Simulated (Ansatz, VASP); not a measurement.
# Rh in VASP and in Ansatz

Contents of INCAR:

```
SYSTEM = Rh
PREC = Accurate
ENCUT = 520
EDIFF = 1E-6
ISMEAR = 1
SIGMA = 0.2
LREAL = .False.
LASPH = .True.
NELM = 60
ALGO = Normal
ISIF = 2
LWAVE = .False.
LCHARG = .False.
NBANDS = 14
```

KPOINTS

```
regular mesh
0
Gamma
  14 14 14
  0 0 0
```

POSCAR

```
Rh
1.0
    0.0000000000      1.8776226225      1.8776226225
    1.8776226225      0.0000000000      1.8776226225
    1.8776226225      1.8776226225      0.0000000000
Rh
1
Direct
    0.0000000000      0.0000000000      0.0000000000
```

Input for Ansatz:

```yaml
crystal:
  lattice:
    - [0.0, 1.8776226225, 1.8776226225]
    - [1.8776226225, 0.0, 1.8776226225]
    - [1.8776226225, 1.8776226225, 0.0]
  atoms:
    - { symbol: Rh, position: [0.0, 0.0, 0.0] }
hamiltonian:
  xc: lda
  pseudopotentials:
    kind: paw
    azcp:
      Rh: "pseudopotentials/Rh.paw.azcp"
basis:
  ecutwfc: 420
  fft_grid_basis: typed
kpoints:
  mp_grid: { grid: [14, 14, 14], shift: [0, 0, 0] }
magnetization:
  spin_polarized: false
scf:
  occupations: { method: methfessel_paxton, width: 0.2 }
  lower_state_search: "off"
output:
  stress: true
```

Alike in both runs: task single point; functional LDA; k mesh 14 × 14 × 14; occupations methfessel-paxton of order 1, width 0.2 eV; no spin polarisation.

|  | VASP | Ansatz |
| --- | --- | --- |
| version | VASP 6.6.1 | Ansatz 0.2.0 |
| potentials or method | VASP PAW LDA potentials, release 64 (Rh_pv) | plane waves (420 eV) with PAW, scalar-relativistic |
| plane-wave cutoff (eV) | 520 | 420 |
| valence electrons in the cell | 15 | 17 |

|  | VASP | Ansatz | Ansatz less VASP |
| --- | --- | --- | --- |
| pressure (GPa) | 0.5 | -0.5 | -0.92 |

The two sets of potentials don't hold the same shells in valence. Ansatz warned: «pseudo_functional_mismatch».
